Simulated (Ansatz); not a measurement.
The system is MoP.

```
Mo P
1.0
     3.22300    0.00000    0.00000
    -1.61150    2.79120    0.00000
     0.00000    0.00000    3.19100
Mo P
1 1
Direct
  0.00000 0.00000 0.00000
  0.33333 0.66667 0.50000
```

Base run:

```yaml
Program: Ansatz 0.2.0
Functional: RPBE
Potentials_or_basis: Ansatz PAW
Cutoff: "420 eV (not typed: the program's choice for these potentials)"
k_mesh: 10 × 10 × 8
Occupations: fermi-dirac, width 0.05 eV
Spin: no spin polarisation
```

Its results: band gap on the k mesh none (metal or under the smearing width); pressure 5.5 GPa.

Problem. The run is repeated on the same cell with these changes: functional from RPBE to LDA. What comes out?

Solution. Band gap on the k mesh none (metal or under the smearing width); pressure -7.4 GPa.

LDA binds more tightly than RPBE, so the same cell stands under less pressure.

Caveats: the PAW data sets come from PBE, with cores solved anew for the run's functional, which leaves a small shift of forces and pressure.
